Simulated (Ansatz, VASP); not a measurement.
C: VASP beside Ansatz

```xyz
4
Lattice="2.4650 0.0000 0.0000 -1.2325 2.1347 0.0000 0.0000 0.0000 6.7391" Properties=species:S:1:pos:R:3 pbc="T T T"
C     0.0000    0.0000    0.0168
C     0.0000    0.0000    3.3864
C     0.0000    1.4232    0.0168
C     1.2325    0.7116    3.3864
```

Alike in both runs: functional PBE; dispersion D3(BJ); k mesh 21 × 21 × 6; occupations fermi-dirac, width 0.15 eV; no spin polarisation.

Ansatz relaxed the structure, and its values are those at the end. VASP's run is a single point on that final structure, the one shown.

|  | VASP | Ansatz |
| --- | --- | --- |
| version | VASP 6.6.1 | Ansatz 0.2.0 |
| potentials or method | VASP PAW PBE potentials, release 64 (C) | scalar-relativistic, plane waves, PAW |
| plane-wave cutoff (eV) | 520 | 420 |
| valence electrons in the cell | 16 | 16 |

VASP gave:

* gap on the k mesh at the Fermi level (eV): none
* pressure (GPa): 0.4

Problem. Estimate Ansatz's values.

Solution. gap on the k mesh at the Fermi level (eV): none; pressure (GPa): 0.0.

A gap of «none» marks a metal or a gap that the smearing closes.
